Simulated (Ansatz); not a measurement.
**Computed properties of Se (P3_121)**

All numbers come from Ansatz. No magnetic order and no zero-point or thermal motion.

Se (P3_121) from a database of computed structures, relaxed with r2SCAN+rVV10. Space group P3_121 (No. 152), trigonal; conventional cell a = 4.293 Å, c = 5.041 Å, 26.81 Å³ an atom. Se is surrounded by 2 Se at 2.39 Å.

```cif
data_structure
_symmetry_space_group_name_H-M 'P3_121'
_symmetry_Int_Tables_number 152
_cell_length_a 4.2927
_cell_length_b 4.2927
_cell_length_c 5.0409
_cell_angle_alpha 90.000
_cell_angle_beta 90.000
_cell_angle_gamma 120.000
_cell_volume 80.44
loop_
_atom_site_label
_atom_site_type_symbol
_atom_site_symmetry_multiplicity
_atom_site_Wyckoff_symbol
_atom_site_fract_x
_atom_site_fract_y
_atom_site_fract_z
_atom_site_occupancy
Se1 Se 3 a 0.22847 0.00000 0.33333 1
```

On this one geometry the levels give:
```
                                    level   k mesh  gap (eV)      kind           edges  least direct gap (eV)        rough cost
                                      LDA  12×12×6      0.73  indirect  L–H (0.50) → H                   0.86   19 core-seconds
                                      PBE  12×12×6      0.83  indirect  L–H (0.50) → H                   0.96   25 core-seconds
                                  PBE+SOC  12×12×6      0.81  indirect  L–H (0.48) → H                   0.86  2.3 core-minutes
                                   r2SCAN  12×12×6      1.06  indirect  L–H (0.48) → H                   1.21   40 core-seconds
                                  r2SCANh    6×6×4      1.55  indirect  L–H (0.48) → H                   1.71    6 core-minutes
                                    HSE06    6×6×4      1.56  indirect  L–H (0.48) → H                   1.71    4 core-minutes
                                HSE06+SOC    6×6×4      1.53  indirect  L–H (0.48) → H                   1.61   24 core-minutes
                                 DDH-PBE0    6×6×4      1.23  indirect  L–H (0.48) → H                   1.37    8 core-minutes
                                     PBE0    6×6×4      2.19  indirect  L–H (0.48) → H                   2.35    4 core-minutes
                                  r2SCAN0    6×6×4      2.34  indirect  L–H (0.48) → H                   2.51    6 core-minutes
G0W0@PBE (240 empty bands, 120 eV, 6×6×4)    6×6×4      1.44         –    L → H (mesh)                      –   21 core-minutes
```
PBE, PBE+SOC: smearing of 0.02 eV; the others have fixed occupations.
Wave cutoffs: 420 eV, 500 eV (r2SCAN, r2SCANh, r2SCAN0).
Points off the special ones are mesh points or PBE's searched band edges, reused at the other levels.
The G0W0 gap is PBE's gap over the path plus the quasiparticle shift read on the mesh. G0W0 here is at a finite number of bands, screening cutoff and k mesh, not at the basis limit.
Costs come from shared machines and give only the order; PBE's includes the band path. The runs had 4 threads of Arm Neoverse V2 (shared host).

HSE06 gives an indirect gap of 1.56 eV, from L–H (0.48 of the way from L) to H; the least direct gap is 1.71 eV at L–H (0.90 of the way from L). Spin-orbit coupling changes the PBE gap by -0.02 eV, to 0.81 eV. Spin-orbit coupling changes the HSE06 gap by -0.03 eV, to 1.53 eV.

Taking G0W0@PBE (240 empty bands, 120 eV, 6×6×4), 1.44 eV, as the yardstick (a computed one, not at the basis limit), r2SCANh comes nearest, +0.11 eV off, at about 8 times r2SCAN's cost; G0W0 itself took about 29 times r2SCAN's cost. The others: HSE06 +0.12, DDH-PBE0 -0.21, r2SCAN -0.38, PBE -0.61, LDA -0.71, PBE0 +0.75, r2SCAN0 +0.90 eV. The yardstick's own error is a tenth of an eV or more. r2SCAN covers 32 % of the step from PBE to HSE06, while HSE06 needs about 6 times r2SCAN's cost (on a coarser mesh). Spin-orbit coupling moves the least or the direct gap by up to 0.10 eV, so it has to be included where a tenth of an eV counts. Among these functionals the gap stays indirect.

r2SCAN (ground state on 6×6×4): The clamped-ion dielectric constant comes out as 9.04 along x and y, 14.33 along z. Born charges, averaged over directions: Se 0.00 e. PBE (ground state on 6×6×4): The clamped-ion dielectric constant comes out as 10.54 along x and y, 16.46 along z. Born charges, averaged over directions: Se 0.00 e.

Only the levels marked +SOC include spin-orbit coupling.

The meshes of the hybrids are coarse, so their gaps aren't converged to the digits shown.
